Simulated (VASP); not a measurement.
# CdS in VASP 6.6.1, single-point calculation

INCAR

```
NELM = 120
ISIF = 2
ISMEAR = -1
PREC = Normal
LASPH = .TRUE.
EDIFF = 0.001
ENCUT = 520
LCHARG = .FALSE.
LWAVE = .FALSE.
GGA = PE
IBRION = -1
SIGMA = 0.02
NSW = 0
NBANDS = 16
LREAL = .FALSE.
```

KPOINTS

```
KPOINTS created by Atomic Simulation Environment
0
Gamma
8 8 8
0 0 0
```

POSCAR

```
Cd S
 1.0000000000000000
     0.0000000000000000    2.9686069915000002    2.9686069915000002
     2.9686069915000002    0.0000000000000000    2.9686069915000002
     2.9686069915000002    2.9686069915000002    0.0000000000000000
 Cd  S
   1   1
Cartesian
  0.0000000000000000  0.0000000000000000  0.0000000000000000
  1.4843034957500001  1.4843034957500001  1.4843034957500001
```

The recommended PBE PAW datasets give the neutral cell 18 valence electrons.

Command

```
mpirun -np 1 vasp_std
```

OSZICAR

```
N       E                     dE             d eps       ncg     rms          rms(c)
DAV:   1     0.108173818912E+03    0.10817E+03   -0.90838E+03   944   0.102E+03
DAV:   2    -0.228394393142E+01   -0.11046E+03   -0.10438E+03  1104   0.250E+02
DAV:   3    -0.667402328301E+01   -0.43901E+01   -0.43808E+01  1192   0.519E+01
DAV:   4    -0.670143756326E+01   -0.27414E-01   -0.27412E-01  1144   0.398E+00
DAV:   5    -0.670181963981E+01   -0.38208E-03   -0.38207E-03  1184   0.450E-01    0.724E+00
DAV:   6    -0.616465370373E+01    0.53717E+00   -0.87006E-01  1392   0.112E+01    0.595E+00
DAV:   7    -0.614712864258E+01    0.17525E-01   -0.18308E-01  1136   0.292E+00    0.297E+00
DAV:   8    -0.614730756339E+01   -0.17892E-03   -0.16032E-02  1104   0.156E+00    0.268E-01
DAV:   9    -0.614726163185E+01    0.45932E-04   -0.18088E-03   864   0.602E-01
   1 F= -.61472616E+01 E0= -.61472616E+01  d E =-.252337E-11
```

Standard output (part)

```
POSCAR found type information on POSCAR CdS
 POSCAR found :  2 types and       2 ions
 LDA part: xc-table for (Slater+PW92), standard interpolation
 POSCAR, INCAR and KPOINTS ok, starting setup
 WAVECAR not read
 entering main loop
```

From OUTCAR

```
k-points           NKPTS =     29   k-points in BZ     NKDIM =     29   number of bands    NBANDS=     16

   NELECT =      18.0000    total number of electrons

   dimension x,y,z NGX =    24 NGY =   24 NGZ =   24
   dimension x,y,z NGXF=    48 NGYF=   48 NGZF=   48

  energy-cutoff  :      520.00
  volume of cell :       52.32
      direct lattice vectors                 reciprocal lattice vectors
     0.000000000  2.968606992  2.968606992    -0.168429166  0.168429166  0.168429166
     2.968606992  0.000000000  2.968606992     0.168429166 -0.168429166  0.168429166
     2.968606992  2.968606992  0.000000000     0.168429166  0.168429166 -0.168429166

 k-points in reciprocal lattice and weights: KPOINTS created by Atomic Simulation Env
   0.00000000  0.00000000  0.00000000       0.002
   0.12500000  0.00000000  0.00000000       0.016
   0.25000000  0.00000000  0.00000000       0.016
   0.37500000  0.00000000  0.00000000       0.016
   0.50000000  0.00000000  0.00000000       0.008
   0.12500000  0.12500000  0.00000000       0.012
   0.25000000  0.12500000  0.00000000       0.047
   0.37500000  0.12500000  0.00000000       0.047
   ...

 E-fermi :   1.3028

 k-point     1 :       0.0000    0.0000    0.0000
  band No.  band energies     occupation
      1     -11.1849      2.00000
      2      -6.6863      2.00000
      3      -6.6863      2.00000
      4      -6.6863      2.00000
      5      -6.2763      2.00000
      6      -6.2763      2.00000
      7       0.8731      2.00000
      8       0.8731      2.00000
      9       0.8731      2.00000
     10       1.8931      0.00000
     11       7.4198      0.00000
     12       7.4198      0.00000
     13       7.4198      0.00000
     14      12.0011      0.00000
     15      12.2712      0.00000
     16      12.2712      0.00000

 k-point     2 :       0.1250    0.0000    0.0000
  band No.  band energies     occupation
      1     -11.1298      2.00000
      2      -6.6668      2.00000
      3      -6.6668      2.00000
      4      -6.6349      2.00000
      5      -6.2771      2.00000
      6      -6.2771      2.00000
      7      -0.1221      2.00000
      8       0.7633      2.00000
      9       0.7633      2.00000
     10       2.7309      0.00000
     11       7.1449      0.00000
     12       7.6056      0.00000
     13       7.6056      0.00000
     14      11.6912      0.00000
     15      11.6912      0.00000
     16      12.6253      0.00000

 k-point     3 :       0.2500    0.0000    0.0000
  band No.  band energies     occupation
      1     -10.9960      2.00000
      2      -6.6246      2.00000
      3      -6.6246      2.00000
      4      -6.4571      2.00000
      5      -6.2723      2.00000
      6      -6.2723      2.00000
      7      -1.5011      2.00000
      8       0.5153      2.00000
      9       0.5153      2.00000
     10       3.5311      0.00000
     11       7.1001      0.00000
     12       7.8952      0.00000
     13       7.8952      0.00000
     14      11.4578      0.00000
     15      11.4578      0.00000
     16      12.0464      0.00000

 ...

  Total        0.0260057      0.0260057      0.0260057      0.0000000      0.0000000     -0.0000000
  in kB        0.7963267      0.7963267      0.7963267      0.0000000      0.0000000     -0.0000000
  external PRESSURE =       0.7963267 kB  Pullay stress =       0.0000000 kB

 POSITION                                       TOTAL-FORCE (eV/Angst)
 -----------------------------------------------------------------------------------
      0.00000      0.00000      0.00000         0.000000     -0.000000      0.000000
      1.48430      1.48430      1.48430        -0.000000      0.000000      0.000000
 -----------------------------------------------------------------------------------
    total drift:                               -0.000002     -0.000002     -0.000003

  FREE ENERGIE OF THE ION-ELECTRON SYSTEM (eV)
  ---------------------------------------------------
  free  energy   TOTEN  =        -6.1472616319 eV

  energy  without entropy=       -6.1472616319  energy(sigma->0) =       -6.14726163
```

It converged. Results: gap between bands v and c on the k mesh 1.02 eV; least direct gap on the k mesh 1.02 eV; pressure 0.1 GPa. Band v is the last that the valence electrons fill when counted band by band, and c is the next.

For comparison, a separate PBE run of the intended cell, on usual settings and not on those above, gives a gap of 1.03 eV on its mesh and a pressure of 0.0 GPa.

The run above took about 5.1 s on one core of a shared host (Intel Xeon Platinum 8488C) and held 0.15 GiB at most.
